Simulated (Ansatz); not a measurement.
An element in the diamond structure gives these cold pressures by all-electron LAPW under PBE (Ansatz 0.2.0, scalar-relativistic, no spin polarisation).

```json
{"V (Å³/atom)": "8.31", "P (GPa)": "-0.03"}
{"V (Å³/atom)": "7.89", "P (GPa)": "9.90"}
{"V (Å³/atom)": "7.06", "P (GPa)": "38.2"}
{"V (Å³/atom)": "6.23", "P (GPa)": "83.9"}
{"V (Å³/atom)": "5.40", "P (GPa)": "160.1"}
{"V (Å³/atom)": "4.57", "P (GPa)": "294.0"}
{"V (Å³/atom)": "3.74", "P (GPa)": "547.6"}
{"V (Å³/atom)": "3.32", "P (GPa)": "762.5"}
```

**Question.** Which element is it?

**Answer.** B. Its zero-pressure volume in this structure is near 8.3 Å³/atom; the volume and the steepness of P(V) together point to it, though neighbours can come close. This is the case that was computed; others weren't tested.
